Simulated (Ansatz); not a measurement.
# WC (Fm-3m) in Ansatz: further runs

Runs on WC. Level: LDA. Tasks: single point, equation of state.

Program: Ansatz 0.2.0. These are calculated values, not measurements. Logs are shortened: lines on timing, memory, paths and dates and some standing lists are left out, and cuts for length are marked.

### Step 1. The crystal as given

Symmetry: Fm-3m, No. 225, cubic system. The conventional cell has a = 4.385 Å, b = 4.385 Å, c = 4.385 Å, α = 90.00°, β = 90.00°, γ = 90.00°. W (site symmetry m-3m) is surrounded by 6 C at 2.19 Å. C (site symmetry m-3m) is surrounded by 6 W at 2.19 Å.

Measurements of this composition are mostly on another form, of space group No. 187.

### Step 2. Single point, LDA, 9.91 Å³/atom (volume scaled by 0.94)

Input file input.yaml:

```yaml
crystal:
  lattice:
    - [0.0, 2.1479227872, 2.1479227872]
    - [2.1479227872, 0.0, 2.1479227872]
    - [2.1479227872, 2.1479227872, 0.0]
  atoms:
    - { symbol: W, position: [0.0, 0.0, 0.0] }
    - { symbol: C, position: [0.5, 0.5, 0.5] }
kpoints:
  mp_grid: { grid: [10, 10, 10] }
scf:
  occupations: { method: fermi_dirac, width: 0.05 }
hamiltonian:
  xc: lda
  pseudopotentials: { kind: all_electron, lapw: { basis_error: 0.001 } }
output:
  forces: true
  stress: true
  eigenvalues: true
```

Potentials or basis: all-electron LAPW, scalar-relativistic.

Run with:

```
ansatz run input.yaml --threads 1 --pin off --max-ram 3072MiB --backend cpu --events-out ev --progress --plain --runs-dir out
```

What it wrote:

```text
Warning: RAYON_NUM_THREADS=1 ignored (pool sized by the plan → 1); use --threads N
LAPW: plane waves up to 9.622 Å⁻¹, error target 1.0e-3 eV per atom; small_component_spin mean_spin; C in spheres of 0.882 Å, 6 of its electrons in bands, Dirac shells []; W in spheres of 1.266 Å, 44 of its electrons in bands, Dirac shells [] (how accurate: hamiltonian.pseudopotentials.lapw.basis_error, Limitations)
Engine: ansatz 0.2.0, x86_64-unknown-linux-gnu
Pseudopotentials: kind: all_electron
Pseudopotential: W, LAPW, valence charge 44, lapw/all_electron/scalar/gaussian/W, Koelling and Harmon's equation, gaussian nucleus
Pseudopotential: C, LAPW, valence charge 6, lapw/all_electron/scalar/gaussian/C, Koelling and Harmon's equation, gaussian nucleus
Functional definition: SPW92
  exchange = slater_x
  correlation = pw_c
Crystal: 2 atoms, lattice volume = 19.819 Å³
Basis set: ecut = 352.74017163833804 eV, 307 PW (Γ), exchange–correlation at level 2
Bands: 30, of which v1, the nominal top of the filled ones, is band 25 counted from 1 (24 counted from 0)
Symmetry: 48 space group operations
Space group: Fm-3m (ITA 225), of the structure as read, at distance tolerance 2.7e-5 Å
k-points: 47 of 1000
Non-local potential: W, projectors of the file, none
Non-local potential: C, projectors of the file, none
Initial density: superposition of atomic densities (chi_scale 0.1, normalization cell, long waves kept (reshape's long-wave potential 0.00 eV rms))
Initial wavefunctions: plane waves of lowest kinetic energy (no species holds an atomic orbital)
Functional: x = slater, c = lda
iter 1 solved again at ethr=1.04e-2 eV; its pass at ethr=1.00e-1 eV (dr2=5.20e0 eV) is discarded
SCF iter   1: F=—  HF=-439977.936189 eV  |F-HF|=—  |Δ(HF+E_count)|=         —  Δρ=1.48e-1  dr2=5.20e0  ethr=1.04e-2  ⟨swp⟩=2.0  Hψ=8771  notcnv=0
preconditioner: auto → Kerker (q_TF=auto, 3.183 Å⁻¹)  [metal: Δε(μ)=0.053 eV  Ē_g=27.742 eV  σ=0.050 eV  W_gap=0.26  n_scr=14 (ndim 8)  ℏωp=45.7 eV  f_vac=0.000  D(μ)=1.06/eV (n_scr^D=14)]
iter 2 solved again at ethr=3.17e-4 eV; its pass at ethr=1.04e-2 eV (dr2=1.59e-1 eV) is discarded
SCF iter   2: F=—  HF=-439976.062791 eV  |F-HF|=—  |Δ(HF+E_count)|=    1.87e0  Δρ=2.82e-2  dr2=1.59e-1  ethr=3.17e-4  ⟨swp⟩=2.0  Hψ=7158  notcnv=0
SCF iter   3: F=—  HF=-439976.026460 eV  |F-HF|=—  |Δ(HF+E_count)|=   3.63e-2  Δρ=2.96e-2  dr2=2.21e-1  ethr=3.17e-4  ⟨swp⟩=2.0  Hψ=4296  notcnv=0
SCF iter   4: F=—  HF=-439976.017175 eV  |F-HF|=—  |Δ(HF+E_count)|=   9.29e-3  Δρ=1.26e-2  dr2=3.89e-2  ethr=3.17e-4  ⟨swp⟩=2.0  Hψ=4023  notcnv=0
SCF iter   5: F=—  HF=-439975.986472 eV  |F-HF|=—  |Δ(HF+E_count)|=   3.07e-2  Δρ=2.82e-3  dr2=7.27e-4  ethr=7.77e-5  ⟨swp⟩=3.0  Hψ=4389  notcnv=0
SCF iter   6: F=—  HF=-439975.985867 eV  |F-HF|=—  |Δ(HF+E_count)|=   6.05e-4  Δρ=1.39e-3  dr2=5.16e-4  ethr=1.45e-6  ⟨swp⟩=3.0  Hψ=4204  notcnv=0
SCF iter   7: F=—  HF=-439975.985740 eV  |F-HF|=—  |Δ(HF+E_count)|=   1.27e-4  Δρ=4.63e-4  dr2=5.13e-5  ethr=1.03e-6  ⟨swp⟩=2.0  Hψ=4084  notcnv=0
SCF iter   8: F=—  HF=-439975.985735 eV  |F-HF|=—  |Δ(HF+E_count)|=   4.25e-6  Δρ=1.11e-4  dr2=2.41e-6  ethr=1.03e-7  ⟨swp⟩=2.0  Hψ=4083  notcnv=0
SCF iter   9: F=—  HF=-439975.985735 eV  |F-HF|=—  |Δ(HF+E_count)|=   2.96e-7  Δρ=3.70e-5  dr2=2.81e-7  ethr=4.83e-9  ⟨swp⟩=2.1  Hψ=4090  notcnv=0
SCF iter  10: F=-439975.985735 eV  HF=-439975.985735 eV  |F-HF|=1.65e-8  |Δ(HF+E_count)|=   7.73e-8  Δρ=8.61e-6  dr2=1.45e-8  ethr=5.61e-10  ⟨swp⟩=3.0  Hψ=4214  notcnv=0
SCF 1 converged in 10 iterations: F = -439975.985735 eV  dr2 = 1.45e-8
SCF converged after 10 iterations
Free energy (F): -439975.985735 eV
Harris-Foulkes:  -439975.985735 eV  (|F-HF|=1.65e-8)
Internal energy: -439975.979767 eV  (E = F + TS)
E sigma→0 (E₀):  -439975.982751 eV
Entropy (-TS):   -0.005968 eV (-2.984 meV/atom)
Fermi energy:    28.338865 eV
--- Per-component energies (eV) ---
  E_band       = -4829.550966
  E_kinetic    = 492492.629137
  E_xc         = -8717.423061
  E_electrostatic = -923751.185842  (all electrons and nuclei)
  E_smearing   = -0.005968  (= −TS)
  E_closure    = 0.000000  (closes the sum)
  E_atoms      = -439953.591322  (free atoms, spherical and without spin; not in F)
  Σ components = -439975.985735   (vs F -439975.985735, Δ=0.00e0)
  Basis errors (estimates in eV, not in F): energy 3.8e-4 per atom: plane waves 3.4e-4 (1.9e-4 summed), levels above the bands 2.1e-86, relativity 1.1e-8, radial functions 3.3e-5, core shells 3.1e-7; eigenvalues (radial functions only) 4.6e-6; not estimated: angular momenta, meshes, grids; target (lapw.basis_error) 1.0e-3; muffin-tin radii C 0.882 Å, W 1.266 Å
--- Forces (eV/Å), atoms counted from 1 ---
  atom   1  W      0.00000000     0.00000000    -0.00000000
  atom   2  C      0.00000000     0.00000000     0.00000000
  max |Σ_I F_I| component: 2.43e-30 eV/Å
--- Stress (GPa, compression-positive) ---
        7.592396       0.000000       0.000000
        0.000000       7.592396      -0.000000
        0.000000      -0.000000       7.592396
  P = ⅓ Tr σ = 7.5924 GPa (75.924 kbar)
--- Band table (eV; the first three rows and the last of 47) ---
  k-point 0: bands = ["-389.9786", "-389.9786", "-389.9786", "-235.3502", "-205.5873", "-205.5873", "-205.5750", "-205.5750", "-205.5750", "-46.9959", "-11.0110", "-11.0110", "-11.0110", "-1.2102", "-1.2102", "-1.2102", "-1.1903", "-1.1714", "-1.1714", "-1.1714", "12.1024", "25.2936", "25.2936", "25.2936", "27.1533", "27.1533", "27.1533", "27.2554", "27.2554", "35.5775"]
  k-point 1: bands = ["-389.9786", "-389.9786", "-389.9786", "-235.3502", "-205.5873", "-205.5873", "-205.5750", "-205.5750", "-205.5750", "-46.9911", "-11.0859", "-11.0188", "-11.0188", "-1.2105", "-1.2085", "-1.2085", "-1.1888", "-1.1736", "-1.1736", "-1.1713", "12.4080", "24.3688", "24.8470", "24.8470", "25.9754", "25.9754", "27.5487", "29.4697", "29.4697", "36.0594"]
  k-point 2: bands = ["-389.9786", "-389.9786", "-389.9786", "-235.3502", "-205.5873", "-205.5873", "-205.5750", "-205.5750", "-205.5750", "-46.9784", "-11.2777", "-11.0391", "-11.0391", "-1.2117", "-1.2043", "-1.2043", "-1.1847", "-1.1791", "-1.1791", "-1.1711", "13.2665", "22.6907", "23.3907", "23.3907", "26.6049", "26.6049", "28.0625", "31.9839", "31.9839", "37.0241"]
  k-point 46: bands = ["-389.9786", "-389.9786", "-389.9786", "-235.3502", "-205.5873", "-205.5873", "-205.5750", "-205.5750", "-205.5750", "-46.9284", "-11.5420", "-11.4171", "-11.2822", "-1.1964", "-1.1961", "-1.1960", "-1.1936", "-1.1910", "-1.1895", "-1.1695", "15.2758", "21.9072", "21.9482", "22.1268", "27.9528", "29.5958", "30.8083", "31.9457", "33.9218", "40.1312"]
```

Run time: 18 s. Hardware: 1 thread of AMD EPYC 7R43 (Zen 3), shared host; peak memory 0.35 GiB.

Results:

* Free energy: -439975.9857 eV
* Pressure: 7.6 GPa
* Band gap on the k mesh: none (metal or under the smearing width)

### Step 3. Single point, LDA, 10.12 Å³/atom (volume scaled by 0.96)

Changes to input.yaml since step 2:

```diff
@@ -2,5 +2,5 @@
   lattice:
-    - [0.0, 2.1479227872, 2.1479227872]
-    - [2.1479227872, 0.0, 2.1479227872]
-    - [2.1479227872, 2.1479227872, 0.0]
+    - [0.0, 2.1630495024, 2.1630495024]
+    - [2.1630495024, 0.0, 2.1630495024]
+    - [2.1630495024, 2.1630495024, 0.0]
   atoms:
```

Potentials or basis: all-electron LAPW, scalar-relativistic.

Run with:

```
ansatz run input.yaml --threads 1 --pin off --max-ram 3072MiB --backend cpu --events-out ev --progress --plain --runs-dir out
```

It took 20 s on 1 thread of AMD EPYC 7R43 (Zen 3), shared host; peak memory 0.35 GiB.

It converged, with:

```yaml
Free_energy: -439975.9939 eV
Pressure: -1.2 GPa
Band_gap_on_the_k_mesh: none (metal or under the smearing width)
```

### Step 4. Single point, LDA, 10.33 Å³/atom (volume scaled by 0.98)

Changes to input.yaml since step 3:

```diff
@@ -2,5 +2,5 @@
   lattice:
-    - [0.0, 2.1630495024, 2.1630495024]
-    - [2.1630495024, 0.0, 2.1630495024]
-    - [2.1630495024, 2.1630495024, 0.0]
+    - [0.0, 2.1779675566, 2.1779675566]
+    - [2.1779675566, 0.0, 2.1779675566]
+    - [2.1779675566, 2.1779675566, 0.0]
   atoms:
```

Run with:

```
ansatz run input.yaml --threads 1 --pin off --max-ram 3072MiB --backend cpu --events-out ev --progress --plain --runs-dir out
```

It took 20 s on 1 thread of AMD EPYC 7R43 (Zen 3), shared host; peak memory 0.35 GiB.

The run converged. Its results:

```yaml
Free_energy: -439975.9803 eV
Pressure: -9.1 GPa
Band_gap_on_the_k_mesh: none (metal or under the smearing width)
```

### Step 5. Single point, LDA, 10.54 Å³/atom

Changes to input.yaml since step 4:

```diff
@@ -2,5 +2,5 @@
   lattice:
-    - [0.0, 2.1779675566, 2.1779675566]
-    - [2.1779675566, 0.0, 2.1779675566]
-    - [2.1779675566, 2.1779675566, 0.0]
+    - [0.0, 2.192684, 2.192684]
+    - [2.192684, 0.0, 2.192684]
+    - [2.192684, 2.192684, 0.0]
   atoms:
```

Run with:

```
ansatz run input.yaml --threads 1 --pin off --max-ram 3072MiB --backend cpu --events-out ev --progress --plain --runs-dir out
```

Wall time 17 s (1 thread of AMD EPYC 7R43 (Zen 3), shared host); peak memory 0.35 GiB.

It converged, with:

```
Free energy            : -439975.9470 eV
Pressure               : -16.1 GPa
Band gap on the k mesh : none (metal or under the smearing width)
```

### Step 6. Single point, LDA, 10.75 Å³/atom (volume scaled by 1.02)

Changes to input.yaml since step 5:

```diff
@@ -2,5 +2,5 @@
   lattice:
-    - [0.0, 2.192684, 2.192684]
-    - [2.192684, 0.0, 2.192684]
-    - [2.192684, 2.192684, 0.0]
+    - [0.0, 2.2072055093, 2.2072055093]
+    - [2.2072055093, 0.0, 2.2072055093]
+    - [2.2072055093, 2.2072055093, 0.0]
   atoms:
```

Potentials or basis: all-electron LAPW, scalar-relativistic.

Run with:

```
ansatz run input.yaml --threads 1 --pin off --max-ram 3072MiB --backend cpu --events-out ev --progress --plain --runs-dir out
```

It took 22 s on 1 thread of AMD EPYC 7R43 (Zen 3), shared host; peak memory 0.34 GiB.

It converged, with:

* Free energy: -439975.8961 eV
* Pressure: -22.4 GPa
* Band gap on the k mesh: none (metal or under the smearing width)

### Step 7. Single point, LDA, 10.96 Å³/atom (volume scaled by 1.04)

Changes to input.yaml since step 6:

```diff
@@ -2,5 +2,5 @@
   lattice:
-    - [0.0, 2.2072055093, 2.2072055093]
-    - [2.2072055093, 0.0, 2.2072055093]
-    - [2.2072055093, 2.2072055093, 0.0]
+    - [0.0, 2.2215384142, 2.2215384142]
+    - [2.2215384142, 0.0, 2.2215384142]
+    - [2.2215384142, 2.2215384142, 0.0]
   atoms:
```

Run with:

```
ansatz run input.yaml --threads 1 --pin off --max-ram 3072MiB --backend cpu --events-out ev --progress --plain --runs-dir out
```

Wall time 22 s (1 thread of AMD EPYC 7R43 (Zen 3), shared host); peak memory 0.34 GiB.

The run converged. Its results:

* Free energy: -439975.8295 eV
* Pressure: -28.1 GPa
* Band gap on the k mesh: none (metal or under the smearing width)

### Step 8. Single point, LDA, 11.17 Å³/atom (volume scaled by 1.06)

Changes to input.yaml since step 7:

```diff
@@ -2,5 +2,5 @@
   lattice:
-    - [0.0, 2.2215384142, 2.2215384142]
-    - [2.2215384142, 0.0, 2.2215384142]
-    - [2.2215384142, 2.2215384142, 0.0]
+    - [0.0, 2.2356887219, 2.2356887219]
+    - [2.2356887219, 0.0, 2.2356887219]
+    - [2.2356887219, 2.2356887219, 0.0]
   atoms:
```

Run with:

```
ansatz run input.yaml --threads 1 --pin off --max-ram 3072MiB --backend cpu --events-out ev --progress --plain --runs-dir out
```

Run time: 17 s. Hardware: 1 thread of AMD EPYC 7R43 (Zen 3), shared host; peak memory 0.36 GiB.

Results (log left out):

| Item | Value |
| --- | --- |
| Free energy | -439975.7489 eV |
| Pressure | -33.1 GPa |
| Band gap on the k mesh | none (metal or under the smearing width) |

### Step 9. Equation of state, LDA

Potentials or basis: all-electron LAPW, scalar-relativistic.

This step only gathers the single runs of the series.

What came out:

| Quantity | Value |
| --- | --- |
| Equilibrium volume | 10.09 Å³/atom |
| Bulk modulus | 404 GPa |
| Pressure derivative of the bulk modulus | 4.3 |

Energy against volume, from the lowest point:
| volume (Å³/atom) | energy (meV/atom) |
| --- | --- |
| 9.910 | 4.10 |
| 10.120 | 0.00 |
| 10.331 | 6.84 |
| 10.542 | 23.49 |
| 10.753 | 48.92 |
| 10.964 | 82.20 |
| 11.175 | 122.51 |
